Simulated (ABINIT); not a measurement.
Set up this calculation in ABINIT 10.8.3 (patched build), as the native input.

```yaml
Task: single point
Functional: PBEsol
Potentials_or_basis: JTH PAW PBE v2.0
Cutoff: 1333 eV
k_mesh: 8 × 8 × 5
Occupations: fermi-dirac, width 0.05 eV
Spin: collinear spin, ferromagnetic start
Starting_moments: "[1.0, 1.0] μB"
Fine-grid_cutoff: 2000.04 eV
```

Crystal: Ni.

```
Ni
1.0
     2.44802    0.00000    0.00000
    -1.22401    2.12005    0.00000
     0.00000    0.00000    4.07281
Ni
2
Direct
  0.66667 0.33333 0.75000
  0.33333 0.66667 0.25000
```

This isn't the form of Ni at room conditions, which is fcc.

One way to write it, as run:

run.abi

```
# Pseudopotentials
pp_dirpath "./"
pseudos "Ni.GGA_PBE-JTH.xml"

# Structure
acell 4.6260928237 4.6260928238 7.6964908656
rprim
     1.0000000000     0.0000000000     0.0000000000
    -0.5000000000     0.8660254038     0.0000000000
     0.0000000000     0.0000000000     1.0000000000
ntypat 1
znucl 28
natom 2
typat 1 1
xred
     0.6666666667     0.3333333333     0.7500000000
     0.3333333333     0.6666666667     0.2500000000

# Plane-wave basis
ecut 49.0
pawecutdg 73.5
pawxcdev 0

# k points
kptopt 1
ngkpt 8 8 5
nshiftk 1
shiftk 0.0 0.0 0.0

# Exchange and correlation
ixc -116133

# Bands and occupations
nband 23
occopt 3
tsmear 0.00183747

# Spin
nsppol 2
spinat
     0.0000000000     0.0000000000     1.0000000000
     0.0000000000     0.0000000000     1.0000000000

# SCF cycle
nstep 100
tolvrs 1.0e-9

# Output
iomode 3
prtwf 0
prtden 0
prteig 0
prtebands 0
```

Potentials or basis: JTH PAW PBE v2.0.

Command:

```bash
$ abinit run.abi > log 2>&1
```

Results of the run:

```json
{
 "Pressure": "-2.4 GPa",
 "Band gap on the k mesh": "none (metal or under the smearing width)",
 "Net moment": "1.34 μB per cell",
 "Site moments": "Ni +0.71 μB",
 "Valence electrons inside the program's atomic spheres": "Ni 15.85 (radii [0.9601] Å)"
}
```

Caveat: the k mesh is coarse (spacing up to 0.37 Å⁻¹), so the values aren't converged; the PAW data sets were made with another functional, which shifts forces and pressure a little.

It took 2.1 min on 1 thread of Arm Neoverse V1, on a shared host, peak memory 0.19 GiB.
